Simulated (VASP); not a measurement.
# Ge (P6_3mc) in VASP: reference runs

How does Ge come out in PBEsol? The cell is run as given and disturbed.

Program: VASP 6.6.1. These are calculated values, not measurements. Logs are shortened: lines on timing, memory, paths and dates and some standing lists are left out, and cuts for length are marked.

### 1 The structure

Symmetry: P6_3mc, No. 186, hexagonal system. Conventional cell: a = 4.050 Å, b = 4.050 Å, c = 10.993 Å, α = 90.00°, β = 90.00°, γ = 120.00°. Ge (site symmetry 3m) is surrounded by 3 Ge at 2.44 Å. Around Ge (site symmetry 3m) lie 3 Ge at 2.44 Å.

This isn't the form of Ge at room conditions, which is diamond.

### 2 Single point, PBEsol

Input file INCAR:

```
PREC = Accurate ; ENCUT = 520
EDIFF = 1E-7 ; ISMEAR = -1
SIGMA = 0.05 ; LREAL = F
LASPH = T ; NELM = 80
ALGO = Normal ; ISIF = 2
LWAVE = F ; LCHARG = F
GGA = PS ; NBANDS = 36
```

Input file KPOINTS:

```
Automatic mesh
0
Gamma
  8 8 3
```

Input file POSCAR:

```
Ge
1.0
    4.0504045371      0.0000000000      0.0000000000
   -2.0252022685      3.5077532247      0.0000000000
    0.0000000000      0.0000000000     10.9933590000
Ge
4
Direct
    0.6666666667      0.3333333333      0.4148480000
    0.3333333333      0.6666666667      0.9148480000
    0.0000000000      0.0000000000      0.4774520000
    0.0000000000      0.0000000000      0.9774520000
```

Potentials or basis: VASP PAW PBE potentials, release 64 (Ge_d).

On the command line:

```console
> cat potpaw_PBE.64/Ge_d/POTCAR > POTCAR
> mpirun -np 1 vasp_std > vasp.out
```

OUTCAR:

```text
PREC = Accurate
   ENCUT = 520
   EDIFF = 1E-7
   ISMEAR = -1
   LREAL = F
   LASPH = T
   NELM = 80
   ISIF = 2
   GGA = PS

 ion  position               nearest neighbor table
   1  0.667  0.333  0.415-   3 2.44   3 2.44   3 2.44
   2  0.333  0.667  0.915-   4 2.44   4 2.44   4 2.44
   3  0.000  0.000  0.477-   1 2.44   1 2.44   1 2.44
   4  0.000  0.000  0.977-   2 2.44   2 2.44   2 2.44

  LATTYP: Found a hexagonal cell.
 ALAT       =     4.0504045371
 C/A-ratio  =     2.7141385260

  Lattice vectors:

 A1 = (   4.0504045371,   0.0000000000,   0.0000000000)
 A2 = (  -2.0252022685,   3.5077532247,   0.0000000000)
 A3 = (   0.0000000000,   0.0000000000,  10.9933590000)

Analysis of symmetry for initial positions (statically):
=====================================================================
 Subroutine PRICEL returns:
 Original cell was already a primitive cell.

 Routine SETGRP: Setting up the symmetry group for a
 hexagonal supercell.

 Subroutine GETGRP returns: Found 12 space group operations
 (whereof  6 operations were pure point group operations)
 out of a pool of 24 trial point group operations.

The static configuration has the point symmetry C_3v.
 The point group associated with its full space group is C_6v.

Analysis of symmetry for dynamics (positions and initial velocities):
=====================================================================
 Subroutine PRICEL returns:
 Original cell was already a primitive cell.

 Routine SETGRP: Setting up the symmetry group for a
 hexagonal supercell.

 Subroutine GETGRP returns: Found 12 space group operations
 (whereof  6 operations were pure point group operations)
 out of a pool of 24 trial point group operations.

The dynamic configuration has the point symmetry C_3v.
 The point group associated with its full space group is C_6v.

 Subroutine INISYM returns: Found 12 space group operations
 (whereof  6 operations are pure point group operations),
 and found     1 'primitive' translations

----------------------------------------------------------------------------------------

                                     Primitive cell

  volume of cell :     156.1917

  direct lattice vectors                    reciprocal lattice vectors
     4.050404537  0.000000000  0.000000000     0.246888920  0.142541384  0.000000000
[... 81 lines left out ...]
   LSORBIT =      F    spin-orbit coupling
   LASPH  =      T    aspherical Exc in radial PAW
   ENCUT  =  520.0 eV  38.22 Ry    6.18 a.u.   7.53  7.53 20.44*2*pi/ulx,y,z
   NELM   =     80;   NELMIN=  2; NELMDL= -5     # of ELM steps
   EDIFF  = 0.1E-06   stopping-criterion for ELM
   LREAL  =      F    real-space projection
   EDIFFG = 0.1E-05   stopping-criterion for IOM
   NSW    =      0    number of steps for IOM
   IBRION =     -1    ionic relax: 0-MD 1-quasi-New 2-CG
   NFREE  =      0    steps in history (QN), initial steepest desc. (CG)
   ISIF   =      2    stress and relaxation
   ISYM   =      2    0-nonsym 1-usesym 2-fastsym
   POTIM  = 0.5000    time-step for ionic-motion
   TEBEG  =    0.0;   TEEND  =   0.0 temperature during run
   PSTRESS=    0.0 pullay stress
   NELECT =      56.0000    total number of electrons
   NUPDOWN=      -1.0000    fix difference up-down
   EMIN   =  10.00;   EMAX   =-10.00  energy-range for DOS
   EFERMI =   0.00;   METHOD = LEGACY
   ISMEAR =    -1;   SIGMA  =   0.05  broadening in eV -4-tet -1-fermi 0-gaus
   EFERMI_NEDOS =   21; number of points for ismear=-14 and -15
   IALGO  =     38    algorithm
   IMIX   =      4    mixing-type and parameters
     AMIX     =   0.40;   BMIX     =  1.00
     AMIX_MAG =   1.60;   BMIX_MAG =  1.00
  volume/ion in A,a.u.               =      39.05       263.51
  Fermi-wavevector in a.u.,A,eV,Ry     =   1.163014  2.197778 18.403257  1.352601
  Thomas-Fermi vector in A             =   2.299568
   LORBIT       =      0    0 simple, 1 ext, 2 COOP (PROOUT), +10 PAW based schemes
   GGA     = PS    functional components
   LHFCALC =     F    Hartree Fock is set to
   AEXX    =    0.0000 exact exchange contribution
   IVDW    =     0    specifies the selected vdW correction
   LEPSILON=     F    determine dielectric tensor
   LRPA    =     F    only Hartree local field effects (RPA)
 non-spin polarized calculation
  energy-cutoff  :      520.00
  volume of cell :      156.19
 maximum number of plane-waves:      4233
   NGX = 15   NGY = 15   NGZ = 41

 number of electron      55.9999986 magnetization

 Free energy of the ion-electron system (eV)
  ---------------------------------------------------
  ext. energy  EPLUGINS =         0.00000000
  ---------------------------------------------------
  free energy    TOTEN  =       -17.47291463 eV

  energy without entropy =      -17.47271719  energy(sigma->0) =      -17.47281591

 E-fermi :   0.7229     XC(G=0):  -7.3178

 val. band max:        0.4062204106   @ k =   0.3750   0.2500   0.0000
 cond. band min:       1.0700823907   @ k =   0.0000   0.0000   0.0000
 fundamental gap:      0.6638619801
 Fermi energy:         0.7228968077

 k-point     1 :       0.0000    0.0000    0.0000
  band No.  band energies     occupation
      1     -23.7264      2.00000
      2     -23.7264      2.00000
      3     -23.7264      2.00000
      4     -23.7264      2.00000
      5     -23.6793      2.00000
      6     -23.6792      2.00000
[... 769 lines left out ...]
     35       7.0008      0.00000
     36       7.4017      0.00000

------------------------ aborting loop because EDIFF is reached ----------------------------------------

  FORCE on cell =-STRESS in cart. coord.  units (eV):
  Direction    XX          YY          ZZ          XY          YZ          ZX
  --------------------------------------------------------------------------------------
  -------------------------------------------------------------------------------------
  Total       -2.0662103     -2.0662103     -0.6401571     -0.0000000     -0.0000000      0.0000000
  in kB      -21.1946990    -21.1946990     -6.5665808     -0.0000000     -0.0000000      0.0000000
  external PRESSURE =     -16.3186596 kB  Pullay stress =       0.0000000 kB

 VOLUME and BASIS-vectors are now :
 -----------------------------------------------------------------------------
  energy-cutoff  :      520.00
  volume of cell :      156.19
      direct lattice vectors                 reciprocal lattice vectors
     4.050404537  0.000000000  0.000000000     0.246888920  0.142541384  0.000000000
    -2.025202269  3.507753225  0.000000000     0.000000000  0.285082768  0.000000000
     0.000000000  0.000000000 10.993359000     0.000000000  0.000000000  0.090964008

 POSITION                                       TOTAL-FORCE (eV/Angst)
 -----------------------------------------------------------------------------------
      2.02520      1.16925      4.56057         0.000000     -0.000000      0.171753
     -0.00000      2.33850     10.05725         0.000000      0.000000      0.171753
      0.00000      0.00000      5.24880         0.000000     -0.000000     -0.171753
      0.00000      0.00000     10.74548        -0.000000     -0.000000     -0.171753
 -----------------------------------------------------------------------------------
    total drift:                               -0.000000     -0.000000      0.001778

  FREE ENERGIE OF THE ION-ELECTRON SYSTEM (eV)
  ---------------------------------------------------
  free  energy   TOTEN  =       -17.4729146348 eV

  energy  without entropy=      -17.4727171943  energy(sigma->0) =      -17.47281591
```

OSZICAR:

```text
N       E                     dE             d eps       ncg     rms          rms(c)
DAV:   1     0.501509433056E+03    0.50151E+03   -0.28222E+04  1648   0.349E+03
DAV:   2     0.708364810853E+02   -0.43067E+03   -0.42125E+03  1440   0.788E+02
DAV:   3    -0.129676051765E+02   -0.83804E+02   -0.82956E+02  1684   0.205E+02
DAV:   4    -0.176972624465E+02   -0.47297E+01   -0.47191E+01  1652   0.563E+01
DAV:   5    -0.178382100671E+02   -0.14095E+00   -0.14092E+00  1644   0.108E+01    0.411E+00
DAV:   6    -0.175885048013E+02    0.24971E+00   -0.16986E-01  1604   0.436E+00    0.234E+00
DAV:   7    -0.174597097820E+02    0.12880E+00   -0.33830E-01  1788   0.419E+00    0.246E-01
DAV:   8    -0.174702191101E+02   -0.10509E-01   -0.68178E-02  1544   0.316E+00    0.183E-01
DAV:   9    -0.174718685632E+02   -0.16495E-02   -0.31853E-03  1660   0.149E+00    0.907E-02
DAV:  10    -0.174726965402E+02   -0.82798E-03   -0.12548E-03  1528   0.160E+00    0.246E-02
DAV:  11    -0.174728188546E+02   -0.12231E-03   -0.47291E-04  2432   0.621E-01    0.173E-02
DAV:  12    -0.174728979359E+02   -0.79081E-04   -0.17224E-04  2132   0.172E-01    0.599E-03
DAV:  13    -0.174729123594E+02   -0.14424E-04   -0.47928E-05  1676   0.142E-01    0.397E-03
DAV:  14    -0.174729143094E+02   -0.19500E-05   -0.90208E-06  1604   0.182E-01    0.152E-03
DAV:  15    -0.174729146556E+02   -0.34625E-06   -0.26181E-06  1900   0.300E-02    0.873E-04
DAV:  16    -0.174729146348E+02    0.20864E-07   -0.24982E-07  1128   0.832E-03
   1 F= -.17472915E+02 E0= -.17472816E+02  d E =-.197440E-03
```

Wall time 51 s (1 thread of Intel Xeon 6975P-C (Granite Rapids), shared host); peak memory 0.3 GiB.

What came out:

| Item | Value |
| --- | --- |
| Free energy | -17.4729 eV |
| Pressure | -1.6 GPa |
| Largest force | 0.172 eV/Å |
| Band gap on the k mesh | 0.66 eV, indirect (least direct gap 0.68 eV) |

Forces on the atoms (eV/Å):
```
Ge   0.000  0.000  0.172
Ge   0.000  0.000  0.172
Ge   0.000  0.000 -0.172
Ge   0.000  0.000 -0.172
```

Levels at points of the mesh, in eV from the valence-band top:
```csv
k point,band 24,band 25,band 26,band 27,band 28,band 29,band 30,band 31,band 32,band 33
"(0.00, 0.00, 0.00)",-2.98,-0.15,-0.15,-0.14,-0.14,0.66,0.85,1.97,4.09,4.14
"(0.50, 0.00, 0.00)",-7.06,-1.67,-1.65,-0.95,-0.77,0.91,1.13,1.86,1.93,5.32
```

Caveat: the PAW data sets were made with another functional, which shifts forces and pressure a little; an odd mesh through Γ misses points on the zone boundary, where band edges often lie. PBEsol gaps usually lie below the measured ones, often by a third to a half.

### 3 Single point, PBEsol (atoms moved at random, drawn with an rms of 0.05 Å)

INCAR is that of step 2.

KPOINTS is that of step 2.

Input file POSCAR:

```
Ge
1.0
    4.0504045371      0.0000000000      0.0000000000
   -2.0252022685      3.5077532247      0.0000000000
    0.0000000000      0.0000000000     10.9933590000
Ge
4
Direct
    0.6643410000      0.3385980000      0.4121060000
    0.3338980000      0.6642800000      0.9108540000
    0.0066840000      0.0065830000      0.4808650000
   -0.0066050000     -0.0188030000      0.9795510000
```

Potentials or basis: VASP PAW PBE potentials, release 64 (Ge_d).

On the command line:

```console
> cat potpaw_PBE.64/Ge_d/POTCAR > POTCAR
> mpirun -np 1 vasp_std > vasp.out
```

It took 3.8 min on 1 thread of Intel Xeon 6975P-C (Granite Rapids), shared host; peak memory 0.53 GiB.

It converged, with:

- Free energy: -17.4099 eV
- Pressure: -1.9 GPa
- Largest force: 0.679 eV/Å
- Band gap on the k mesh: 0.34 eV, indirect (least direct gap 0.58 eV)

Forces on the atoms (eV/Å):
```
Ge   0.332  0.055  0.445
Ge   0.047 -0.526  0.426
Ge  -0.332 -0.055 -0.444
Ge  -0.047  0.525 -0.428
```

Stress tensor (GPa, compression positive):
```
-1.97  0.17 -0.29
 0.17 -2.69  0.36
-0.29  0.36 -1.13
```

Levels at points of the mesh, in eV from the valence-band top:
```
           k point  band 26  band 27  band 28  band 29  band 30  band 31
(0.00, 0.00, 0.00)    -0.31    -0.07     0.00     0.63     0.85     1.57
(0.50, 0.00, 0.00)    -1.66    -1.19    -1.00     0.53     0.77     1.82
(0.00, 0.50, 0.00)    -1.71    -1.30    -1.10     0.67     0.92     1.68
(0.50, 0.50, 0.00)    -1.67    -1.25    -1.03     0.57     0.86     1.74
```

Caveat: the PAW data sets were made with another functional, which shifts forces and pressure a little; an odd mesh through Γ misses points on the zone boundary, where band edges often lie.
